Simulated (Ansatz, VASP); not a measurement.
# CsSnI3: VASP beside Ansatz

The input INCAR:

```
ALGO     = Normal         # electronic algorithm
EDIFF    = 1E-6           # SCF threshold, eV
ENCUT    = 520            # plane-wave cutoff, eV
GGA      = PS             # functional
ISIF     = 2              # what is computed and relaxed
ISMEAR   = -1             # smearing method
LASPH    = True           # aspherical terms in the spheres
LCHARG   = False          # write CHGCAR
LREAL    = False          # projectors in reciprocal space
LWAVE    = False          # write WAVECAR
NBANDS   = 30             # bands
NELM     = 60             # most SCF steps
PREC     = Accurate       # precision mode
SIGMA    = 0.05           # smearing width, eV
```

KPOINTS

```
k-points
0
Gamma
  5 5 5
```

File POSCAR:

```
CsSnI3
1.0
    6.3274112921      0.0000000000      0.0000000000
    0.0000000000      6.3274112921      0.0000000000
    0.0000000000      0.0000000000      6.3274112921
Cs I Sn
1 3 1
Direct
    0.0000000000      0.0000000000      0.0000000000
    0.5000000000      0.5000000000      0.0000000000
    0.5000000000      0.0000000000      0.5000000000
    0.0000000000      0.5000000000      0.5000000000
    0.5000000000      0.5000000000      0.5000000000
```

File input.yaml:

```yaml
crystal:
  lattice:
    - [6.3274112921, 0.0, 0.0]
    - [0.0, 6.3274112921, 0.0]
    - [0.0, 0.0, 6.3274112921]
  atoms:
    - { symbol: Cs, position: [0.0, 0.0, 0.0] }
    - { symbol: I, position: [0.5, 0.5, 0.0] }
    - { symbol: I, position: [0.5, 0.0, 0.5] }
    - { symbol: I, position: [0.0, 0.5, 0.5] }
    - { symbol: Sn, position: [0.5, 0.5, 0.5] }
kpoints:
  mp_grid: { grid: [5, 5, 5] }
scf:
  occupations: { method: fermi_dirac, width: 0.05 }
hamiltonian:
  xc: pbesol
  pseudopotentials: { kind: all_electron, lapw: { basis_error: 0.001 } }
output:
  forces: true
  stress: true
  eigenvalues: true
```

Change from the starting cell: volume scaled by 1.06.

Alike in both runs: task single point; functional PBEsol; k mesh 5 × 5 × 5; occupations fermi-dirac, width 0.05 eV; no spin polarisation.

|  | VASP | Ansatz |
| --- | --- | --- |
| version | VASP 6.6.1 | Ansatz 0.2.0 |
| potentials or method | VASP PAW PBE potentials, release 64 (Cs_sv, I, Sn_d) | all-electron LAPW, scalar-relativistic |
| plane-wave cutoff (eV) | 520 | see its input |

VASP gave:

```
gap on the k mesh at the Fermi level (eV) : 1.78
least direct gap on the mesh (eV)         : 1.78
pressure (GPa)                            : -1.5
```

Which values does Ansatz return?

gap on the k mesh at the Fermi level (eV): 1.78; least direct gap on the mesh (eV): 1.78; pressure (GPa): -1.4.

Ansatz ran all-electron here, so the differences hold the error of VASP's frozen core and of both bases.

Caveats: spin-orbit coupling is left out, which moves the levels of the heavy elements; an odd mesh through Γ misses points on the zone boundary, where band edges often lie; the PAW data sets were made with another functional, which shifts forces and pressure a little (VASP).
